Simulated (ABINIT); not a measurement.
# ZrB2 (P6/mmm) in ABINIT: convergence with nband

Aim: find how far nband must go before the results for ZrB2 settle, at PBE. This setting moves, with any that are tied to it; all else stays.

Program: ABINIT 10.8.3 (patched build). These are calculated values, not measurements. Logs are shortened: lines on timing, memory, paths and dates and some standing lists are left out, and cuts for length are marked. The log counts tension as positive stress, the text compression.

## Step 1: The structure

The structure is hexagonal, space group P6/mmm (No. 191). The conventional cell has a = 3.170 Å, b = 3.170 Å, c = 3.533 Å, α = 90.00°, β = 90.00°, γ = 120.00°. Around Zr (site symmetry 6/mmm) lie 12 B at 2.54 Å. Around B (site symmetry -6m2) lie 3 B at 1.83 Å.

## Step 2: With nband 10

Input file run.abi:

```
# Pseudopotentials
pp_dirpath "./"
pseudos "Zr.upf, B.upf"

# Structure
acell 5.9904318151 5.9904318151 6.6764023983
rprim
     1.0000000000     0.0000000000     0.0000000000
    -0.5000000000     0.8660254038     0.0000000000
     0.0000000000     0.0000000000     1.0000000000
ntypat 2
znucl 40 5
natom 3
typat 1 2 2
xred
     0.0000000000     0.0000000000     0.0000000000
     0.6666666667     0.3333333333     0.5000000000
     0.3333333333     0.6666666667     0.5000000000

# Plane-wave basis
ecut 1034.032677 eV

# k points
kptopt 1
ngkpt 10 10 8
nshiftk 1
shiftk 0.0 0.0 0.0

# Exchange and correlation
ixc 11

# Bands and occupations
nband 10
occopt 3
tsmear 0.1 eV

# SCF cycle
nstep 100
tolvrs 1.0e-10

# Output
iomode 3
prtwf 0
prtden 0
prteig 0
prtebands 0
```

Potentials or basis: PseudoDojo NC SR PBE v0.4.1 standard.

Started as:

```sh
abinit run.abi > log 2>&1
```

run.abo:

```text
.Version 10.8.3 of ABINIT
 Symmetries : space group P6/m m m (#191); Bravais hP (primitive hexag.)
================================================================================
 Values of the parameters that define the memory need of the present run
     intxc =       0    ionmov =       0      iscf =       7    lmnmax =       6
     lnmax =       6     mgfft =      40  mpssoang =       3    mqgrid =    3001
     natom =       3  nloc_mem =       1    nspden =       1   nspinor =       1
    nsppol =       1      nsym =      24    n1xccc =    2501    ntypat =       2
    occopt =       3   xclevel =       2
       mpw =        2339          nfft =       51840          nkpt =          70
================================================================================
================================================================================

--------------------------------------------------------------------------------
------------- Echo of variables that govern the present computation ------------
--------------------------------------------------------------------------------
 -outvars: echo values of preprocessed input variables --------
            acell      5.9904318151E+00  5.9904318151E+00  6.6764023983E+00 Bohr
              amu      9.12240000E+01  1.08110000E+01
             ecut      3.80000000E+01 Hartree
                       outvar_i_n : Printing only first  50 k-points.
              ixc          11
                       outvar_i_n : Printing only first  50 k-points.
         kptrlatt       10    0    0      0   10    0      0    0    8
          kptrlen      5.34112192E+01
            natom           3
            nband          10
            ngfft          36      36      40
             nkpt          70
            nstep         100
             nsym          24
           ntypat           2
                       prtocc : prtvol=0, do not print more k-points.
           occopt           3
           prtden           0
        prtebands           0
           prteig           0
            prtwf           0
            rprim      1.0000000000E+00  0.0000000000E+00  0.0000000000E+00
                      -5.0000000000E-01  8.6602540380E-01  0.0000000000E+00
                       0.0000000000E+00  0.0000000000E+00  1.0000000000E+00
          spgroup         191
           tolvrs      1.00000000E-10
           tsmear      3.67493222E-03 Hartree
            typat      1  2  2
                       outvars : Printing only first  50 k-points.
           xangst      0.0000000000E+00  0.0000000000E+00  0.0000000000E+00
                       1.5849999989E+00  9.1510017607E-01  1.7664999988E+00
                       2.0239315388E-17  1.8302003521E+00  1.7664999988E+00
            xcart      0.0000000000E+00  0.0000000000E+00  0.0000000000E+00
                       2.9952159075E+00  1.7292887105E+00  3.3382011991E+00
                       3.8246763058E-17  3.4585774211E+00  3.3382011991E+00
             xred      0.0000000000E+00  0.0000000000E+00  0.0000000000E+00
                       6.6666666667E-01  3.3333333333E-01  5.0000000000E-01
                       3.3333333333E-01  6.6666666667E-01  5.0000000000E-01
            znucl       40.00000    5.00000

================================================================================

 chkinp: Checking input parameters for consistency.

================================================================================
== DATASET  1 ==================================================================

--- !DatasetInfo
iteration_state: {dtset: 1, }
dimensions: {natom: 3, nkpt: 70, mband: 10, nsppol: 1, nspinor: 1, nspden: 1, mpw: 2339, }
cutoff_energies: {ecut:  38.0, pawecutdg:  -1.0, }
electrons: {nelect:   1.80000000E+01, charge:   0.00000000E+00, occopt:   3.00000000E+00, tsmear:   3.67493222E-03, }
meta: {optdriver: 0, ionmov: 0, optcell: 0, iscf: 7, paral_kgb: 0, }
...

 Exchange-correlation functional for the present dataset will be:
  GGA: Perdew-Burke-Ernzerhof functional - ixc=11
  J.P.Perdew, K.Burke, M.Ernzerhof, PRL 77, 3865 (1996)

 Real(R)+Recip(G) space primitive vectors, cartesian coordinates (Bohr,Bohr^-1):
[... 93 lines left out ...]
- [  0.00000000E+00,   0.00000000E+00,  -5.06448058E-05, ]
pressure_GPa:   7.7721E-01
xred      :
- [  0.0000E+00,   0.0000E+00,   0.0000E+00, Zr]
- [  6.6667E-01,   3.3333E-01,   5.0000E-01,  B]
- [  3.3333E-01,   6.6667E-01,   5.0000E-01,  B]
cartesian_forces: # hartree/bohr
- [ -0.00000000E+00,  -0.00000000E+00,  -0.00000000E+00, ]
- [  3.37118255E-29,   1.94635315E-29,  -0.00000000E+00, ]
- [ -3.37118255E-29,  -1.94635315E-29,  -0.00000000E+00, ]
force_length_stats: {min:   0.00000000E+00, max:   3.89270630E-29, mean:   2.59513753E-29, }
...

 Integrated electronic density in atomic spheres:
 ------------------------------------------------
 Atom  Sphere_radius  Integrated_density
    1        2.00000          8.44188638
    2        2.00000          2.64730955
    3        2.00000          2.64730955
================================================================================

 ----iterations are completed or convergence reached----

 Mean square residual over all n,k,spin=   84.981E-09; max=  13.263E-06
 reduced coordinates (array xred) for    3 atoms
       0.000000000000      0.000000000000      0.000000000000
       0.666666666667      0.333333333333      0.500000000000
       0.333333333333      0.666666666667      0.500000000000
 rms dE/dt=  9.5199E-29; max dE/dt=  2.0195E-28; dE/dt below (all hartree)
    1       0.000000000000      0.000000000000      0.000000000000
    2      -0.000000000000      0.000000000000      0.000000000000
    3       0.000000000000      0.000000000000      0.000000000000

 cartesian coordinates (angstrom) at end:
    1      0.00000000000000     0.00000000000000     0.00000000000000
    2      1.58499999893432     0.91510017606673     1.76649999880083
    3      0.00000000000000     1.83020035213346     1.76649999880083

 cartesian forces (hartree/bohr) at end:
    1     -0.00000000000000    -0.00000000000000    -0.00000000000000
    2      0.00000000000000     0.00000000000000    -0.00000000000000
    3     -0.00000000000000    -0.00000000000000    -0.00000000000000
 frms,max,avg= 1.8350393E-29 3.3711825E-29   0.000E+00  0.000E+00  0.000E+00 h/b

 cartesian forces (eV/Angstrom) at end:
    1     -0.00000000000000    -0.00000000000000    -0.00000000000000
    2      0.00000000000000     0.00000000000000    -0.00000000000000
    3     -0.00000000000000    -0.00000000000000    -0.00000000000000
 frms,max,avg= 9.4361517E-28 1.7335318E-27   0.000E+00  0.000E+00  0.000E+00 e/A
 length scales=  5.990431815100  5.990431815100  6.676402398300 bohr
              =  3.169999997869  3.169999997869  3.532999997602 angstroms
 Fermi (or HOMO) energy (hartree) =   0.45755   Average Vxc (hartree)=  -0.46470
 Eigenvalues (hartree) for nkpt=  70  k points:
 kpt#   1, nband= 10, wtk=  0.00125, kpt=  0.0000  0.0000  0.0000 (reduced coord)
  -1.32781   -0.52613   -0.50596   -0.50596   -0.00800    0.36311    0.36311    0.36508
   0.37349    0.58481
      occupation numbers for kpt#   1
   2.00000    2.00000    2.00000    2.00000    2.00000    2.00000    2.00000    2.00000
   2.00000    0.00000
 prteigrs : prtvol=0 or 1, do not print more k-points.

--- !EnergyTerms
iteration_state     : {dtset: 1, }
comment             : Components of total free energy in Hartree
kinetic             :  1.85902384500113E+01
hartree             :  6.19508895402885E+00
xc                  : -1.25672173749881E+01
Ewald energy        : -4.82953939840230E+01
psp_core            :  2.21875591625806E+00
local_psp           : -2.81392514785244E+01
non_local_psp       :  5.38336292942588E+00
internal            : -5.66144165878114E+01
'-kT*entropy'       : -4.01613943666670E-04
total_energy        : -5.66148182017551E+01
total_energy_eV     : -1.54056768533395E+03
band_energy         : -3.10325284264014E+00
...

 Cartesian components of stress tensor (hartree/bohr^3)
  sigma(1 1)= -1.43027204E-05  sigma(3 2)=  0.00000000E+00
  sigma(2 2)= -1.43027208E-05  sigma(3 1)=  0.00000000E+00
  sigma(3 3)= -5.06448058E-05  sigma(2 1)=  0.00000000E+00

-Cartesian components of stress tensor (GPa)         [Pressure=  7.7721E-01 GPa]
- sigma(1 1)= -4.20800562E-01  sigma(3 2)=  0.00000000E+00
- sigma(2 2)= -4.20800573E-01  sigma(3 1)=  0.00000000E+00
- sigma(3 3)= -1.49002163E+00  sigma(2 1)=  0.00000000E+00

== END DATASET(S) ==============================================================
================================================================================

 -outvars: echo values of variables after computation  --------
            acell      5.9904318151E+00  5.9904318151E+00  6.6764023983E+00 Bohr
           etotal     -5.6614818202E+01
            fcart     -0.0000000000E+00 -0.0000000000E+00 -0.0000000000E+00
                       3.3711825453E-29  1.9463531500E-29 -0.0000000000E+00
                      -3.3711825453E-29 -1.9463531500E-29 -0.0000000000E+00
            rprim      1.0000000000E+00  0.0000000000E+00  0.0000000000E+00
                      -5.0000000000E-01  8.6602540380E-01  0.0000000000E+00
                       0.0000000000E+00  0.0000000000E+00  1.0000000000E+00
           strten     -1.4302720380E-05 -1.4302720764E-05 -5.0644805808E-05
                       0.0000000000E+00  0.0000000000E+00  0.0000000000E+00
           xangst      0.0000000000E+00  0.0000000000E+00  0.0000000000E+00
                       1.5849999989E+00  9.1510017607E-01  1.7664999988E+00
                       2.0239315388E-17  1.8302003521E+00  1.7664999988E+00
             xred      0.0000000000E+00  0.0000000000E+00  0.0000000000E+00
                       6.6666666667E-01  3.3333333333E-01  5.0000000000E-01
                       3.3333333333E-01  6.6666666667E-01  5.0000000000E-01
 Calculation completed.
```

It took 2.7 min on 1 thread of Arm Neoverse V1, shared host; peak memory 0.09 GiB.

What came out:

| Quantity | Value |
| --- | --- |
| Free energy | -1540.5677 eV |
| Pressure | 0.8 GPa |
| Band gap on the k mesh | none (metal or under the smearing width) |
| Valence electrons inside the program's atomic spheres | Zr 8.44; B 2.65 |

## Step 3: With nband 11

run.abi: that of step 2 with these lines changed.

```diff
@@ -32,3 +32,3 @@
 # Bands and occupations
-nband 10
+nband 11
 occopt 3
```

Potentials or basis: PseudoDojo NC SR PBE v0.4.1 standard.

Started as:

```sh
abinit run.abi > log 2>&1
```

It took 70 s on 1 thread of Arm Neoverse V1, shared host; peak memory 0.09 GiB.

It converged, with:

```yaml
Free_energy: -1540.5677 eV
Pressure: 0.8 GPa
Band_gap_on_the_k_mesh: none (metal or under the smearing width)
Valence_electrons_inside_the_program's_atomic_spheres: Zr 8.44; B 2.65
```

## Step 4: With nband 12

run.abi: that of step 3 with these lines changed.

```diff
@@ -32,3 +32,3 @@
 # Bands and occupations
-nband 11
+nband 12
 occopt 3
```

Started as:

```sh
abinit run.abi > log 2>&1
```

It took 61 s on 1 thread of Arm Neoverse V1, shared host; peak memory 0.09 GiB.

It converged, with:

```yaml
Free_energy: -1540.5677 eV
Pressure: 0.8 GPa
Band_gap_on_the_k_mesh: none (metal or under the smearing width)
Valence_electrons_inside_the_program's_atomic_spheres: Zr 8.44; B 2.65
```

## Step 5: With nband 13

run.abi: that of step 4 with these lines changed.

```diff
@@ -32,3 +32,3 @@
 # Bands and occupations
-nband 12
+nband 13
 occopt 3
```

Started as:

```sh
abinit run.abi > log 2>&1
```

It took 58 s on 1 thread of Arm Neoverse V1, shared host; peak memory 0.1 GiB.

The run converged. Its results:

| Property | Result |
| --- | --- |
| Free energy | -1540.5677 eV |
| Pressure | 0.8 GPa |
| Band gap on the k mesh | none (metal or under the smearing width) |
| Valence electrons inside the program's atomic spheres | Zr 8.44; B 2.65 |

## Step 6: With nband 14

run.abi: that of step 5 with these lines changed.

```diff
@@ -32,3 +32,3 @@
 # Bands and occupations
-nband 13
+nband 14
 occopt 3
```

Potentials or basis: PseudoDojo NC SR PBE v0.4.1 standard.

Started as:

```sh
abinit run.abi > log 2>&1
```

Wall time 61 s (1 thread of Arm Neoverse V1, shared host); peak memory 0.1 GiB.

Results (log left out):

| Property | Result |
| --- | --- |
| Free energy | -1540.5677 eV |
| Pressure | 0.8 GPa |
| Band gap on the k mesh | none (metal or under the smearing width) |
| Valence electrons inside the program's atomic spheres | Zr 8.44; B 2.65 |

## Step 7: With nband 17

run.abi: that of step 6 with these lines changed.

```diff
@@ -32,3 +32,3 @@
 # Bands and occupations
-nband 14
+nband 17
 occopt 3
```

Started as:

```sh
abinit run.abi > log 2>&1
```

Wall time 74 s (1 thread of Arm Neoverse V1, shared host); peak memory 0.1 GiB.

Results (log left out):

| Item | Value |
| --- | --- |
| Free energy | -1540.5677 eV |
| Pressure | 0.8 GPa |
| Band gap on the k mesh | none (metal or under the smearing width) |
| Valence electrons inside the program's atomic spheres | Zr 8.44; B 2.65 |

## Step 8: With nband 23

run.abi: that of step 7 with these lines changed.

```diff
@@ -32,3 +32,3 @@
 # Bands and occupations
-nband 17
+nband 23
 occopt 3
```

Started as:

```sh
abinit run.abi > log 2>&1
```

It took 1.7 min on 1 thread of Arm Neoverse V1, shared host; peak memory 0.12 GiB.

The run converged. Its results:

- Free energy: -1540.5677 eV
- Pressure: 0.8 GPa
- Band gap on the k mesh: none (metal or under the smearing width)
- Valence electrons inside the program's atomic spheres: Zr 8.44; B 2.65

## Step 9: The series at a glance

```tsv
nband	energy less the tightest run, at zero smearing (meV/atom)	SCF cycles	CPU time (s)	peak memory (GiB)
10	0.00	38	160	0.09
11	0.00	13	70	0.09
12	0.00	10	61	0.09
13	0.00	8	58	0.1
14	0.00	8	61	0.1
17	0.00	8	74	0.1
23	0.00	8	100	0.12
```

Against the tightest run, the energy stays within 1 meV/atom from 10 on. The tightest run that finished is the yardstick and may itself not be fully converged.
